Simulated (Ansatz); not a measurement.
# CdTe (F-43m) in Ansatz: a series of runs

Runs on CdTe. Level: PBE. Tasks: single point.

Program: Ansatz 0.2.0. These are calculated values, not measurements. Logs are shortened: lines on timing, memory, paths and dates and some standing lists are left out, and cuts for length are marked.

**What was measured.**

From a printed reference work, data compilation, for a bulk crystal of CdTe at 0 K: band gap 1.607 eV.

How close the calculation comes is told below.

**1. Starting point**

The structure is cubic, space group F-43m (No. 216). Conventional cell: a = 6.410 Å, b = 6.410 Å, c = 6.410 Å, α = 90.00°, β = 90.00°, γ = 90.00°. Te (site symmetry -43m) has 4 Cd at 2.78 Å as nearest neighbours. Cd (site symmetry -43m) is surrounded by 4 Te at 2.78 Å.

**2. Single point, PBE**

input.yaml

```yaml
crystal:
  lattice:
    - [0.0, 3.205, 3.205]
    - [3.205, 0.0, 3.205]
    - [3.205, 3.205, 0.0]
  atoms:
    - { symbol: Te, position: [0.75, 0.75, 0.75] }
    - { symbol: Cd, position: [0.0, 0.0, 0.0] }
kpoints:
  mp_grid: { grid: [7, 7, 7] }
scf:
  occupations: { method: gaussian, width: 0.024 }
hamiltonian:
  xc: pbe
  pseudopotentials: { kind: all_electron, lapw: { basis_error: 0.001 } }
output:
  forces: true
  stress: true
  eigenvalues: true
```

Potentials or basis: all-electron LAPW, scalar-relativistic.

Started as:

```bash
$ ansatz run input.yaml --threads 1 --pin off --max-ram 3072MiB --backend cpu --events-out ev --progress --plain --runs-dir out
```

The program printed:

```text
Warning: RAYON_NUM_THREADS=1 ignored (pool sized by the plan → 1); use --threads N
LAPW: plane waves up to 8.257 Å⁻¹, error target 1.0e-3 eV per atom; small_component_spin mean_spin; Cd in spheres of 1.398 Å, 20 of its electrons in bands, Dirac shells []; Te in spheres of 1.378 Å, 24 of its electrons in bands, Dirac shells [] (how accurate: hamiltonian.pseudopotentials.lapw.basis_error, Limitations)
Engine: ansatz 0.2.0, x86_64-unknown-linux-gnu
Pseudopotentials: kind: all_electron
Pseudopotential: Te, LAPW, valence charge 24, lapw/all_electron/scalar/gaussian/Te, Koelling and Harmon's equation, gaussian nucleus
Pseudopotential: Cd, LAPW, valence charge 20, lapw/all_electron/scalar/gaussian/Cd, Koelling and Harmon's equation, gaussian nucleus
Functional definition: PBE
  parameter kappa = 0.804
  parameter beta = 0.06672455060314922
  exchange = pbe_x(kappa = kappa, mu = beta*pi^2/3)
  correlation = pbe_c(beta = beta)
Crystal: 2 atoms, lattice volume = 65.844 Å³
Basis set: ecut = 259.75125083614944 eV, 609 PW (Γ), exchange–correlation at level 2
Bands: 27, of which v1, the nominal top of the filled ones, is band 22 counted from 1 (21 counted from 0)
Symmetry: 24 space group operations
Space group: F-43m (ITA 216), of the structure as read, at distance tolerance 4.0e-5 Å
k-points: 20 of 343 (time reversal used)
Non-local potential: Te, projectors of the file, none
Non-local potential: Cd, projectors of the file, none
Initial density: superposition of atomic densities (chi_scale 0.1, normalization cell, long waves kept (reshape's long-wave potential 0.00 eV rms))
Initial wavefunctions: plane waves of lowest kinetic energy (no species holds an atomic orbital)
Functional: x = pbe(κ = 0.804, μ = 0.2195149727645171), c = pbe(β = 0.06672455060314922)
iter 1 solved again at ethr=1.27e-3 eV; its pass at ethr=1.00e-1 eV (dr2=5.61e-1 eV) is discarded
SCF iter   1: F=—  HF=-337120.881406 eV  |F-HF|=—  |Δ(HF+E_count)|=         —  Δρ=2.05e-2  dr2=5.62e-1  ethr=1.27e-3  ⟨swp⟩=2.0  Hψ=3488  notcnv=0
preconditioner: auto → none  [insulator: Δε(μ)=1.155 eV  Ē_g=11.769 eV  σ=0.024 eV  W_gap=1.00  n_scr=14 (ndim 8)  ℏωp=19.4 eV  f_vac=0.195  D(μ)=0.00/eV (n_scr^D=0)  ε∞_Penn≈3.7]
iter 2 solved again at ethr=4.92e-5 eV; its pass at ethr=1.27e-3 eV (dr2=2.16e-2 eV) is discarded
SCF iter   2: F=—  HF=-337120.677069 eV  |F-HF|=—  |Δ(HF+E_count)|=   2.04e-1  Δρ=6.31e-3  dr2=2.17e-2  ethr=4.92e-5  ⟨swp⟩=2.0  Hψ=2845  notcnv=0
SCF iter   3: F=—  HF=-337120.653411 eV  |F-HF|=—  |Δ(HF+E_count)|=   2.37e-2  Δρ=3.73e-3  dr2=8.83e-3  ethr=4.92e-5  ⟨swp⟩=2.5  Hψ=1651  notcnv=0
SCF iter   4: F=—  HF=-337120.653354 eV  |F-HF|=—  |Δ(HF+E_count)|=   5.64e-5  Δρ=1.34e-3  dr2=1.29e-3  ethr=2.01e-5  ⟨swp⟩=2.0  Hψ=1595  notcnv=0
SCF iter   5: F=—  HF=-337120.653475 eV  |F-HF|=—  |Δ(HF+E_count)|=   1.21e-4  Δρ=2.26e-4  dr2=2.59e-5  ethr=2.93e-6  ⟨swp⟩=2.0  Hψ=1547  notcnv=0
SCF iter   6: F=—  HF=-337120.653493 eV  |F-HF|=—  |Δ(HF+E_count)|=   1.76e-5  Δρ=3.93e-5  dr2=8.76e-7  ethr=5.88e-8  ⟨swp⟩=3.0  Hψ=1567  notcnv=0
SCF iter   7: F=-337120.653496 eV  HF=-337120.653496 eV  |F-HF|=4.35e-8  |Δ(HF+E_count)|=   2.65e-6  Δρ=4.51e-6  dr2=1.52e-8  ethr=1.99e-9  ⟨swp⟩=3.0  Hψ=1633  notcnv=0
SCF 1 converged in 7 iterations: F = -337120.653496 eV  dr2 = 1.52e-8
SCF converged after 7 iterations
Free energy (F): -337120.653496 eV
Harris-Foulkes:  -337120.653496 eV  (|F-HF|=4.35e-8)
Internal energy: -337120.653496 eV  (E = F + TS)
E sigma→0 (E₀):  -337120.653496 eV
Fermi energy:    9.784073 eV
--- Per-component energies (eV) ---
  E_band       = -1620.511841
  E_kinetic    = 354736.799660
  E_xc         = -9001.873278
  E_electrostatic = -682855.579878  (all electrons and nuclei)
  E_smearing   = -0.000000  (= −TS)
  E_closure    = 0.000000  (closes the sum)
  E_atoms      = -337115.932394  (free atoms, spherical and without spin; not in F)
  Σ components = -337120.653496   (vs F -337120.653496, Δ=0.00e0)
  Basis errors (estimates in eV, not in F): energy 4.3e-4 per atom: plane waves 4.0e-4 (2.3e-4 summed), levels above the bands 0.0e0, relativity 8.5e-8, radial functions 3.2e-5, core shells 4.2e-7; eigenvalues (radial functions only) 1.2e-6; not estimated: angular momenta, meshes, grids; target (lapw.basis_error) 1.0e-3; muffin-tin radii Cd 1.398 Å, Te 1.378 Å
--- Forces (eV/Å), atoms counted from 1 ---
  atom   1  Te    -0.00000000     0.00000000    -0.00000000
  atom   2  Cd     0.00000000    -0.00000000    -0.00000000
  max |Σ_I F_I| component: 2.78e-17 eV/Å
--- Stress (GPa, compression-positive) ---
        4.259424      -0.000000      -0.000000
       -0.000000       4.259424       0.000000
       -0.000000       0.000000       4.259424
  P = ⅓ Tr σ = 4.2594 GPa (42.594 kbar)
--- Band table (eV; the first three rows and the last of 20) ---
  k-point 0: bands = ["-149.3646", "-99.4040", "-99.4040", "-99.4040", "-92.8601", "-53.9213", "-53.9213", "-53.9213", "-26.7464", "-26.7464", "-26.7464", "-26.7370", "-26.7370", "-2.0203", "0.9485", "0.9485", "0.9485", "1.2344", "1.2344", "9.3475", "9.3475", "9.3475", "10.2199", "13.9443", "13.9443", "13.9443", "16.8474"]
  k-point 1: bands = ["-149.3646", "-99.4040", "-99.4040", "-99.4040", "-92.8601", "-53.9214", "-53.9213", "-53.9213", "-26.7465", "-26.7464", "-26.7464", "-26.7370", "-26.7370", "-1.9393", "0.9641", "0.9641", "1.0109", "1.2332", "1.2332", "7.8761", "9.1609", "9.1609", "11.1859", "13.9922", "14.2218", "14.2218", "17.7253"]
  k-point 2: bands = ["-149.3646", "-99.4040", "-99.4040", "-99.4040", "-92.8601", "-53.9214", "-53.9214", "-53.9214", "-26.7465", "-26.7462", "-26.7462", "-26.7370", "-26.7370", "-1.7566", "0.9956", "0.9956", "1.2275", "1.2350", "1.2350", "6.1312", "8.8033", "8.8033", "11.3730", "14.5637", "14.5637", "15.1660", "17.5084"]
  k-point 19: bands = ["-149.3646", "-99.4040", "-99.4040", "-99.4040", "-92.8601", "-53.9214", "-53.9214", "-53.9214", "-26.7466", "-26.7463", "-26.7458", "-26.7370", "-26.7367", "-1.4729", "1.0742", "1.0903", "1.1998", "1.2371", "1.8307", "5.0196", "6.6930", "7.4198", "13.0713", "14.2046", "15.3099", "16.1036", "18.3367"]
```

It took 25 s on 1 thread of Intel Xeon at 2.50GHz (Skylake/Cascade Lake), shared host; peak memory 0.32 GiB.

Results:

```yaml
Free_energy: -337120.6535 eV
Pressure: 4.3 GPa
Band_gap_on_the_k_mesh: 0.87 eV, direct
```

Caveat: spin-orbit coupling is left out, which moves the levels of the heavy elements.

**3. Single point, PBE**

Changes to input.yaml since step 2:

```diff
@@ -11,3 +11,3 @@
 scf:
-  occupations: { method: gaussian, width: 0.024 }
+  occupations: { method: gaussian, width: 0.025 }
 hamiltonian:
```

Potentials or basis: all-electron LAPW, scalar-relativistic.

Started as:

```bash
$ ansatz run input.yaml --threads 1 --pin off --max-ram 3072MiB --backend cpu --events-out ev --progress --plain --runs-dir out
```

The program printed:

```text
Warning: RAYON_NUM_THREADS=1 ignored (pool sized by the plan → 1); use --threads N
LAPW: plane waves up to 8.257 Å⁻¹, error target 1.0e-3 eV per atom; small_component_spin mean_spin; Cd in spheres of 1.398 Å, 20 of its electrons in bands, Dirac shells []; Te in spheres of 1.378 Å, 24 of its electrons in bands, Dirac shells [] (how accurate: hamiltonian.pseudopotentials.lapw.basis_error, Limitations)
[... 9 set-up lines as earlier in the session ...]
Crystal: 2 atoms, lattice volume = 65.844 Å³
Basis set: ecut = 259.75125083614944 eV, 609 PW (Γ), exchange–correlation at level 2
Bands: 27, of which v1, the nominal top of the filled ones, is band 22 counted from 1 (21 counted from 0)
[... 1 set-up line as earlier in the session ...]
[... 20 lines left out ...]
Harris-Foulkes:  -337120.653496 eV  (|F-HF|=4.33e-8)
Internal energy: -337120.653496 eV  (E = F + TS)
E sigma→0 (E₀):  -337120.653496 eV
Fermi energy:    9.784103 eV
--- Per-component energies (eV) ---
  E_band       = -1620.511843
  E_kinetic    = 354736.799659
  E_xc         = -9001.873278
  E_electrostatic = -682855.579877  (all electrons and nuclei)
  E_smearing   = -0.000000  (= −TS)
  E_closure    = 0.000000  (closes the sum)
  E_atoms      = -337115.932394  (free atoms, spherical and without spin; not in F)
  Σ components = -337120.653496   (vs F -337120.653496, Δ=0.00e0)
  Basis errors (estimates in eV, not in F): energy 4.3e-4 per atom: plane waves 4.0e-4 (2.3e-4 summed), levels above the bands 0.0e0, relativity 8.5e-8, radial functions 3.2e-5, core shells 4.2e-7; eigenvalues (radial functions only) 1.2e-6; not estimated: angular momenta, meshes, grids; target (lapw.basis_error) 1.0e-3; muffin-tin radii Cd 1.398 Å, Te 1.378 Å
--- Forces (eV/Å), atoms counted from 1 ---
  atom   1  Te    -0.00000000     0.00000000    -0.00000000
  atom   2  Cd     0.00000000    -0.00000000    -0.00000000
  max |Σ_I F_I| component: 3.24e-17 eV/Å
--- Stress (GPa, compression-positive) ---
        4.259424      -0.000000      -0.000000
       -0.000000       4.259424       0.000000
       -0.000000       0.000000       4.259424
  P = ⅓ Tr σ = 4.2594 GPa (42.594 kbar)
--- Band table (eV; the first three rows and the last of 20) ---
  k-point 0: bands = ["-149.3646", "-99.4040", "-99.4040", "-99.4040", "-92.8601", "-53.9213", "-53.9213", "-53.9213", "-26.7464", "-26.7464", "-26.7464", "-26.7370", "-26.7370", "-2.0203", "0.9485", "0.9485", "0.9485", "1.2344", "1.2344", "9.3475", "9.3475", "9.3475", "10.2199", "13.9443", "13.9443", "13.9443", "16.8474"]
  k-point 1: bands = ["-149.3646", "-99.4040", "-99.4040", "-99.4040", "-92.8601", "-53.9214", "-53.9213", "-53.9213", "-26.7465", "-26.7464", "-26.7464", "-26.7370", "-26.7370", "-1.9393", "0.9641", "0.9641", "1.0109", "1.2332", "1.2332", "7.8761", "9.1609", "9.1609", "11.1859", "13.9922", "14.2218", "14.2218", "17.7253"]
  k-point 2: bands = ["-149.3646", "-99.4040", "-99.4040", "-99.4040", "-92.8601", "-53.9214", "-53.9214", "-53.9214", "-26.7465", "-26.7462", "-26.7462", "-26.7370", "-26.7370", "-1.7566", "0.9956", "0.9956", "1.2275", "1.2350", "1.2350", "6.1312", "8.8033", "8.8033", "11.3730", "14.5637", "14.5637", "15.1660", "17.5084"]
  k-point 19: bands = ["-149.3646", "-99.4040", "-99.4040", "-99.4040", "-92.8601", "-53.9214", "-53.9214", "-53.9214", "-26.7466", "-26.7463", "-26.7458", "-26.7370", "-26.7367", "-1.4729", "1.0742", "1.0903", "1.1998", "1.2371", "1.8307", "5.0196", "6.6930", "7.4198", "13.0713", "14.2046", "15.3099", "16.1036", "18.3367"]
```

Run time: 24 s. Hardware: 1 thread of Intel Xeon at 2.50GHz (Skylake/Cascade Lake), shared host; peak memory 0.32 GiB.

Results:

| Item | Value |
| --- | --- |
| Free energy | -337120.6535 eV |
| Pressure | 4.3 GPa |
| Band gap on the k mesh | 0.87 eV, direct |

Caveat: spin-orbit coupling is left out, which moves the levels of the heavy elements.

**4. How close it comes**

Step 2. A measured gap of CdTe is 1.607 eV (0 K; a printed reference work, data compilation); the calculated 0.87 eV misses it by -0.73 eV. Spin-orbit coupling on Cd, Te is left out. The value is that of PBE, without temperature or zero-point motion. Semilocal functionals fall short of measured gaps as a rule.

Step 3. Measured gap of CdTe: 1.607 eV (0 K; a printed reference work, data compilation). This calculation gives 0.87 eV (-0.73 eV). Spin-orbit coupling on Cd, Te is left out. The value is that of PBE, without temperature or zero-point motion. Semilocal functionals fall short of measured gaps as a rule.
